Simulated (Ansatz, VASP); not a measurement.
**C: VASP beside Ansatz**

```
CELL_PARAMETERS angstrom
2.10039 0.00000 0.00000
-1.05019 1.81899 0.00000
0.00000 0.00000 3.40263
ATOMIC_POSITIONS crystal
C 0.27333 0.63667 0.20500
C 0.72667 0.36333 0.79500
```

Change from the starting cell: shortest bond scaled by 0.82, PAW files.

Alike in both runs: task electric field gradients; functional PBE; k mesh 16 × 16 × 9; occupations fermi-dirac, width 0.05 eV; no spin polarisation.

|  | VASP | Ansatz |
| --- | --- | --- |
| version | VASP 6.6.1 | Ansatz 0.2.0 |
| potentials or method | VASP PAW PBE potentials, release 64 (C) | PAW with Ansatz's default frozen-core files, scalar-relativistic |
| plane-wave cutoff (eV) | 520 | 420 |
| valence electrons in the cell | 8 | 8 |

Ansatz gave:

| Quantity | Value |
| --- | --- |
| pressure (GPa) | 17.1 |
| largest component of the traceless stress (GPa) | 19.42 |
| rms of the force components (eV/Å) | 1.322 |
| Vzz of the field gradient on the site that differs most (V/Å²) | -19.5 |

**Question.** Estimate VASP's values.

**Answer.** Pressure (GPa): 17.3; largest component of the traceless stress (GPa): 19.47; rms of the force components (eV/Å): 1.312; Vzz of the field gradient on the site that differs most (V/Å²): -21.1.

Atom by atom the forces differ by 0.013 eV/Å (rms over components). With one functional, cell and mesh, what is left measures potentials, basis and numerics.

Caveats: so large a pressure means that the cell lies far from this level's equilibrium, or that cutoff or potentials fall short (VASP); forces of over 1 eV/Å show positions far from the minimum, so gaps and moduli don't describe the material at rest.
